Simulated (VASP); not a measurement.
Here is a VASP 6.6.1 calculation.

File POSCAR:

```
PtS2
1.0
    3.5432000000      0.0000000000      0.0000000000
   -1.7716000000      3.0685012107      0.0000000000
    0.0000000000      0.0000000000      5.0388000000
Pt S
1 2
Direct
    0.0000000000      0.0000000000      0.0000000000
    0.6666666667      0.3333333333      0.7730000000
    0.3333333333      0.6666666667      0.2270000000
```

The input INCAR.step1:

```
PREC = Accurate ; ENCUT = 550
EDIFF = 1E-6 ; ISMEAR = -1
SIGMA = 0.05 ; LREAL = False
LASPH = True ; NELM = 100
ALGO = Fast ; ISIF = 2
LWAVE = False ; LCHARG = True
LMAXMIX = 4 ; GGA = PE
```

File KPOINTS.step1:

```
Automatic mesh
0
Gamma
  9 9 5
```

INCAR.step2

```
PREC = Accurate ; ENCUT = 550
EDIFF = 1E-6 ; ISMEAR = 0
SIGMA = 0.05 ; LREAL = False
LASPH = True ; NELM = 100
ALGO = Fast ; ISIF = 2
LWAVE = False ; LCHARG = False
LMAXMIX = 4 ; GGA = PE
ICHARG = 11
```

KPOINTS.step2

```
path GMKGALHA,LM,KH
10
line-mode
reciprocal
 0.0000000000  0.0000000000  0.0000000000  G
 0.5000000000  0.0000000000  0.0000000000  M

 0.5000000000  0.0000000000  0.0000000000  M
 0.3333333333  0.3333333333  0.0000000000  K

 0.3333333333  0.3333333333  0.0000000000  K
 0.0000000000  0.0000000000  0.0000000000  G

 0.0000000000  0.0000000000  0.0000000000  G
 0.0000000000  0.0000000000  0.5000000000  A

 0.0000000000  0.0000000000  0.5000000000  A
 0.5000000000  0.0000000000  0.5000000000  L

 0.5000000000  0.0000000000  0.5000000000  L
 0.3333333333  0.3333333333  0.5000000000  H

 0.3333333333  0.3333333333  0.5000000000  H
 0.0000000000  0.0000000000  0.5000000000  A

 0.5000000000  0.0000000000  0.5000000000  L
 0.5000000000  0.0000000000  0.0000000000  M

 0.3333333333  0.3333333333  0.0000000000  K
 0.3333333333  0.3333333333  0.5000000000  H
```

Potentials or basis: VASP PAW PBE potentials, release 64 (Pt_GW, S_GW).

Launch:

```sh
$ cat potpaw_PBE.64/Pt_GW/POTCAR potpaw_PBE.64/S_GW/POTCAR > POTCAR
$ cp INCAR.step1 INCAR
$ cp KPOINTS.step1 KPOINTS
$ mpirun -np 1 vasp_std > vasp.out
$ cp INCAR.step2 INCAR
$ cp KPOINTS.step2 KPOINTS
$ mpirun -np 1 vasp_std > vasp.out
```

Predict the band gap along the path.

1.01 eV, indirect (least direct gap 1.57 eV).

Estimate the band gap on the k mesh.

1.01 eV, indirect (least direct gap 1.06 eV).

Levels at the corners of the path, in eV from the valence-band top:
```
point  band 9  band 10  band 11  band 12  band 13  band 14
    Γ   -1.12    -1.12    -0.10     2.48     2.48     4.81
    M   -3.21    -2.97    -2.32     1.80     2.86     5.52
    M   -3.21    -2.97    -2.32     1.80     2.86     5.52
    K   -2.67    -1.47    -1.47     1.06     1.06     5.70
    K   -2.67    -1.47    -1.47     1.06     1.06     5.70
    Γ   -1.12    -1.12    -0.10     2.48     2.48     4.81
    Γ   -1.12    -1.12    -0.10     2.48     2.48     4.81
    A   -1.30    -1.30    -0.88     2.95     2.95     5.47
    A   -1.30    -1.30    -0.88     2.95     2.95     5.47
    L   -3.08    -2.70    -1.34     2.11     2.38     5.39
    L   -3.08    -2.70    -1.34     2.11     2.38     5.39
    H   -3.52    -1.86    -1.86     2.25     2.25     7.27
    H   -3.52    -1.86    -1.86     2.25     2.25     7.26
    A   -1.30    -1.30    -0.88     2.95     2.95     5.47
    L   -3.08    -2.70    -1.34     2.11     2.38     5.39
    M   -3.21    -2.97    -2.32     1.80     2.86     5.52
    K   -2.67    -1.47    -1.47     1.06     1.06     5.70
    H   -3.52    -1.86    -1.86     2.25     2.25     7.27
```

Caveat: the log is that of the step along the path at fixed density, whose energy, stress, charges and moments have no meaning; spin-orbit coupling is left out, which moves the levels of the heavy elements. PBE gaps usually lie below the measured ones, often by a third to a half.
